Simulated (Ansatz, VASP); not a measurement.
**Ga: VASP beside Ansatz**

The input INCAR:

```
SYSTEM = Ga
PREC = Accurate
ENCUT = 520
EDIFF = 1E-7
ISMEAR = 0
SIGMA = 0.1
LREAL = .False.
LASPH = .True.
NELM = 100
ALGO = Normal
ISIF = 2
LWAVE = .False.
LCHARG = .True.
GGA = PE
LELF = .True.
LVHAR = .True.
NBANDS = 12
```

Contents of KPOINTS:

```
Automatic mesh
0
Gamma
  18 18 18
  0 0 0
```

Contents of POSCAR:

```
Ga
1.0
   -1.5404688000      1.4360533200      2.2808911200
    1.5404688000     -1.4360533200      2.2808911200
    1.4281488000      1.3237333200     -2.2808911200
Ga
1
Direct
    0.0000000000      0.0000000000      0.0000000000
```

Input for Ansatz:

```yaml
crystal:
  lattice:
    - [-1.5404688, 1.43605332, 2.28089112]
    - [1.5404688, -1.43605332, 2.28089112]
    - [1.4281488, 1.32373332, -2.28089112]
  atoms:
    - { symbol: Ga, position: [0.0, 0.0, 0.0] }
basis:
  ecutwfc: 420
kpoints:
  mp_grid: { grid: [18, 18, 18] }
hamiltonian:
  xc: pbe
scf:
  occupations: { method: gaussian, width: 0.1 }
output:
  forces: true
  stress: true
  eigenvalues: true
  populations: true
```

Alike in both runs: task single point; functional PBE; k mesh 18 × 18 × 18; occupations gaussian, width 0.1 eV; no spin polarisation.

```csv
,VASP,Ansatz
version,VASP 6.6.1,Ansatz 0.2.0
potentials or method,"VASP PAW PBE potentials, release 64 (Ga_d)","scalar-relativistic, plane waves, PAW"
plane-wave cutoff (eV),520,420
valence electrons in the cell,13,13
```

```tsv
	VASP	Ansatz	Ansatz less VASP
gap on the k mesh at the Fermi level (eV)	none	none	-
pressure (GPa)	1.1	1.0	-0.08
largest component of the traceless stress (GPa)	1.85	1.81	-0.040
```

A gap of «none» marks a metal or a gap that the smearing closes. The functional is the same, so the differences come from potentials, cutoffs and numerics.
